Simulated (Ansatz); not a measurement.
MgF$_{2}$: what symmetry allows forces and stress to be

```
Mg F
1.0
     4.62638    0.00000    0.00000
     0.00000    4.62638    0.00000
     0.00000    0.00000    2.92874
Mg F
2 4
Direct
  0.00000 0.00000 0.01745
  0.50000 0.50000 0.51745
  0.34913 0.34913 0.99127
  0.15087 0.84913 0.49127
  0.65087 0.65087 0.99127
  0.84913 0.15087 0.49127
```

The calculation used Ansatz 0.2.0, DFT PBE, scalar-relativistic, plane waves, PAW.

Settings: cutoff 420 eV, Γ-centred mesh 6×6×8 on the computed 6-atom cell, Gaussian smearing of 0.02 eV; no spin polarisation.

This distorted cell has space group P4_2nm, with 8 operations.

Q: Without a calculation: in which directions can each atom feel a force?

A: A force must be left unchanged by every operation that keeps its atom in place, so it lies in the space that those operations leave fixed. Atoms that the group maps onto each other feel forces of one size.
```tsv
atom	site symmetry	operations at the site	equivalent to atom	allowed force (Cartesian)
Mg1	2.mm	4	1	along (0.00, 0.00, 1.00)
Mg2	2.mm	4	1	along (0.00, 0.00, 1.00)
F3	..m	2	3	in the plane normal to (0.71, -0.71, 0.00)
F4	..m	2	3	in the plane normal to (0.71, 0.71, 0.00)
F5	..m	2	3	in the plane normal to (0.71, -0.71, 0.00)
F6	..m	2	3	in the plane normal to (0.71, 0.71, 0.00)
```

That leaves 3 independent force components of 18, tied by 1 condition that the forces sum to zero, so 2 remain. A relaxation in this cell that keeps the symmetry moves the atoms in these directions alone.

Q: And the stress tensor?

A: It must be invariant under the point group, which leaves 2 independent components: yz, xz, xy vanish; xx = yy.

Q: Do the computed values obey this?

A: Yes. Forces (eV/Å):
```
Mg1  0.000  0.000 -3.378
Mg2  0.000  0.000 -3.378
F3  -5.019 -5.019  1.689
F4   5.019 -5.019  1.689
F5   5.019  5.019  1.689
F6  -5.019  5.019  1.689
```

Stress (GPa, compression positive, xx yy zz yz xz xy): 32.63 32.63 56.83 0.00 0.00 0.00. The program imposes the same operations on density, forces and stress, so this confirms the analysis and is no independent test of the calculation.